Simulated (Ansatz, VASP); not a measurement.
# One calculation of Pd, two programs

```
Pd
1.0
     0.00000    1.94490    1.94490
     1.94490    0.00000    1.94490
     1.94490    1.94490    0.00000
Pd
1
Cartesian
  0.0000 0.0000 0.0000
```

Alike in both runs: task electric field gradients; functional PBEsol; k mesh 18 × 18 × 18; occupations fermi-dirac, width 0.05 eV; no spin polarisation.

|  | VASP | Ansatz |
| --- | --- | --- |
| version | VASP 6.6.1 | Ansatz 0.2.0 |
| potentials or method | VASP PAW PBE potentials, release 64 (Pd), cutoff 520 eV | all-electron PAW with datasets made for the crystal, scalar-relativistic |

Ansatz gave:

- pressure (GPa): -2.3
- Vzz of the field gradient on the site that differs most (V/Å²): 0.0

Q: Estimate VASP's values.

A: Pressure (GPa): -2.5; Vzz of the field gradient on the site that differs most (V/Å²): 0.0.

Ansatz ran all-electron here, so the differences hold the error of VASP's frozen core and of both bases. Ansatz warned: «band_levels_unverified».

Caveats: the PAW data sets were made with another functional, which shifts forces and pressure a little (VASP).
